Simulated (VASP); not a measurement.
A run of VASP 6.6.1:

File INCAR:

```
SYSTEM = Pb
ALGO = Fast
EDIFF = 1E-6
ENCUT = 520
GGA = RP
ISIF = 2
ISMEAR = -1
LASPH = .TRUE.
LCHARG = .TRUE.
LELF = .TRUE.
LREAL = .FALSE.
LVHAR = .TRUE.
LWAVE = .FALSE.
NBANDS = 36
NELM = 80
PREC = Accurate
SIGMA = 0.1
```

KPOINTS

```
k-points
0
G
  11 11 3
  0 0 0
```

POSCAR

```
Pb
1.0
    3.6687629210      0.0000000000      0.0000000000
   -1.8343814605      3.1772418901      0.0000000000
    0.0000000000      0.0000000000     11.8528764125
Pb
4
Direct
    1.0000000000      0.0000000000      1.0000000000
    0.0000000000      0.0000000000      0.5000000000
    0.3333333333      0.6666666667      0.2500000000
    0.6666666667      0.3333333333      0.7500000000
```

Potentials or basis: VASP PAW PBE potentials, release 64 (Pb_d).

Launch:

```bash
$ cat potpaw_PBE.64/Pb_d/POTCAR > POTCAR
$ mpirun -np 1 vasp_std > vasp.out
```

Hardware: 1 thread of Intel(R) Xeon(R) Platinum 8488C (Sapphire Rapids), with other jobs on the host.

Problem. Estimate the wall time of this run.

Solution. It took 2.6 min on 1 thread of Intel(R) Xeon(R) Platinum 8488C (Sapphire Rapids), on a shared host, peak memory 0.3 GiB. Counts: scf iterations 18, k points 32.
